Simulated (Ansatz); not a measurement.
# MgF2 (rutile type): the cost of one run

Computed with Ansatz 0.2.0 (DFT, r2SCAN, PAW with Ansatz's default frozen-core files, scalar-relativistic, unless a step's input says otherwise).

## 1. Starting point

Symmetry: P4_2/mnm, No. 136, tetragonal system. Conventional cell: a = 4.693 Å, b = 4.693 Å, c = 3.097 Å, α = 90.00°, β = 90.00°, γ = 90.00°. Mg (site symmetry mmm) is surrounded by 6 F at 2.02 Å. F (site symmetry m2m) is surrounded by 3 Mg at 2.02 Å.

As a file:

```cif
data_structure
_symmetry_space_group_name_H-M 'P4_2/mnm'
_symmetry_Int_Tables_number 136
_cell_length_a 4.6931
_cell_length_b 4.6931
_cell_length_c 3.0974
_cell_angle_alpha 90.000
_cell_angle_beta 90.000
_cell_angle_gamma 90.000
_cell_volume 68.22
loop_
_atom_site_label
_atom_site_type_symbol
_atom_site_symmetry_multiplicity
_atom_site_Wyckoff_symbol
_atom_site_fract_x
_atom_site_fract_y
_atom_site_fract_z
_atom_site_occupancy
Mg1 Mg 2 a 0.00000 0.00000 0.00000 1
F1 F 4 f 0.30500 0.30500 0.00000 1
```

The file gives the conventional cell by its symmetry; the runs use the cell typed in the input.

Whether this phase is the stable one at these pressures isn't tested.

Atoms are numbered in the order of the input: Mg1, Mg2, F3, F4, F5, F6.

## 2. Cell relaxed at zero pressure, PAW

Contents of input.yaml:

```yaml
crystal:
  lattice:
    - [4.6931053341, 0.0, 0.0]
    - [0.0, 4.6931053341, 0.0]
    - [0.0, 0.0, 3.0974495205]
  atoms:
    - { symbol: Mg, position: [0.0, 0.0, 0.0] }
    - { symbol: Mg, position: [0.5, 0.5, 0.5] }
    - { symbol: F, position: [0.305, 0.305, 0.0] }
    - { symbol: F, position: [0.695, 0.695, 0.0] }
    - { symbol: F, position: [0.805, 0.195, 0.5] }
    - { symbol: F, position: [0.195, 0.805, 0.5] }
kpoints:
  mp_grid: { grid: [7, 7, 10] }
scf:
  occupations: { method: fermi_dirac, width: 0.1 }
hamiltonian:
  xc: r2scan
  pseudopotentials: { kind: paw }
output:
  forces: true
  stress: true
relax:
  f_tol: 0.005
  max_steps: 40
  cell: {}
```

The run is started by

```bash
$ ansatz run input.yaml --threads 2 --pin off --max-ram 5120MiB --backend cpu --events-out ev --progress --plain --runs-dir out
```

**Question.** How long does this run take on 2 threads of Arm Neoverse V1, shared host, and how much memory does it need?

About 43 s, with a peak of 0.54 GiB.
